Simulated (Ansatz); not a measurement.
Crystal: MoS2.

```
CELL_PARAMETERS angstrom
1.58550 0.91539 6.11500
-1.58550 0.91539 6.11500
0.00000 -1.83078 6.11500
ATOMIC_POSITIONS crystal
Mo 0.00000 0.00000 0.00000
S 0.25000 0.25000 0.25000
S 0.75000 0.75000 0.75000
```

Measurements of this composition are mostly on another form, of space group No. 194.

| Quantity | Value |
| --- | --- |
| Program | Ansatz 0.2.0 |
| Task | relaxation of cell and atoms |
| Functional | PBEsol |
| Dispersion | D4 |
| Potentials or basis | Ansatz PAW |
| Cutoff | 420 eV (not typed: the program's choice for these potentials) |
| k mesh | 10 × 10 × 10 |
| Occupations | fermi-dirac, width 0.05 eV |
| Spin | no spin polarisation |

At the start: volume 17.75 Å³/atom.

Problem. Where does the relaxation end?

Solution. It ends after 7 steps and the volume is 16.32 Å³/atom (-8.0 %); space group R-3m (No. 166, to 0.05 Å).

The path:
| step | energy change (eV) | largest force (eV/Å) | volume (Å³) |
| --- | --- | --- | --- |
| 1 | 0.0000 | 0.7640 | 53.25 |
| 2 | -0.0661 | 0.3018 | 47.01 |
| 3 | -0.0886 | 0.0247 | 49.68 |
| 4 | -0.0891 | 0.1466 | 48.69 |
| 5 | -0.0906 | 0.0067 | 48.99 |
| 6 | -0.0906 | 0.0002 | 48.97 |
| 7 | -0.0903 | 0.0000 | 48.97 |

Final structure:
```
Mo S
1.0
     1.54898    0.89430    5.89153
    -1.54898    0.89430    5.89153
     0.00000   -1.78860    5.89153
Mo S
1 2
Cartesian
  0.0000 0.0000 0.0000
  0.0000 0.0000 4.2869
  0.0000 0.0000 13.3877
```

Caveat: the plane-wave basis is chosen anew once the cell has moved, so the energies of steps on either side of that aren't comparable; pairwise dispersion overbinds metals, which lowers pressure and volume; the PAW data sets come from PBE, with cores solved anew for the run's functional, which leaves a small shift of forces and pressure.
